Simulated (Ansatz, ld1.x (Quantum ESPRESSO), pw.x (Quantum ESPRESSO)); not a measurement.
Ge (fcc): variants of one TM potential in the solid

ld1.x (Quantum ESPRESSO) 7.5 input, shortened:

```
&input
   title='Ge', zed=32., rel=1, dft='PW', iswitch=3,
   config='[Ar] 3d10 4s2 4p2 4d-2'
 /
 &inputp
   pseudotype=2, tm=.true., lloc=2,
   nlcc=.true., new_core_ps=.true.
 /
3
4S  1  0   2.00   0.00  1.85  1.85  0.0
4P  2  1   2.00   0.00  2.20  2.20  0.0
4D  3  2  -2.00   0.25  2.40  2.40  0.0
 &test
   configts(1)='4s2 4p2'
 /
```

Crystal test: fcc Ge in pw.x 7.5, no spin, 14³ k-points, Fermi–Dirac smearing 0.01 Ry, cutoffs set for each file from its atomic test. The reference is all-electron LAPW (Ansatz 0.2.0) with the same functional, mesh and smearing; V0 and B0 come from Birch–Murnaghan fits to the pressures at five volumes. Errors are pseudo minus all-electron; Δ is the rms difference of the E(V) curves that follow from these fits, minima aligned, over ±6 % about the mean V0. Mesh and smearing are coarse, so the numbers serve the comparison and aren't converged zero-temperature values; the lattice is a test structure that the element need not adopt.

All-electron: a0 = 4.177 Å (V0 = 18.21 Å³/atom), B0 = 74.5 GPa.

Base: This is a poor potential for the solid.

1 further variants are left out: they gave no file fit for a test, a broken result, the same result as the base, or pressures whose basis-set error rivals the error shown.

```tsv
change	cutoffs (Ry)	pw.x	a0 (Å)	a0 error (%)	B0 error (%)	Δ (meV/atom)	mean pressure error (GPa)
base	50/200	converged	4.236	+1.42	-2.9	12.7	+3.39
wave 4d channel at 0.25 Ry: rc 2.40 bohr becomes 4d channel at 0.19 Ry: rc 2.40 bohr	50/200	converged	4.238	+1.46	-2.7	13.1	+3.50
wave 4p (bound): rc 2.20 bohr becomes 4p (bound): rc 2.88 bohr	50/200	converged	4.236	+1.43	-2.6	12.8	+3.42
type ultrasoft; waves now 4s (bound): rcut 1.60, rcutus 1.85 bohr; 4s channel at 0.85 Ry: rcut 1.60, rcutus 1.85 bohr; 4p (bound): rcut 1.90, rcutus 2.20 bohr; 4p channel at 0.25 Ry: rcut 1.90, rcutus 2.20 bohr; 4d channel at 0.25 Ry: rcut 2.10, rcutus 2.40 bohr; local potential all-electron potential smoothed inside 1.90 bohr (lloc = -1); augmentation PSQ, inside the norm-conserving radii	40/320	converged	4.166	-0.24	+1.8	2.1	-0.54
```

Question: Give the row for: core correction Bessel-smoothed model core inside 1.34 bohr.

Answer: pw.x: converged; mean pressure error (GPa): +3.39; a0 (Å): 4.236; a0 error (%): +1.42; B0 error (%): -2.8; Δ (meV/atom): 12.7.
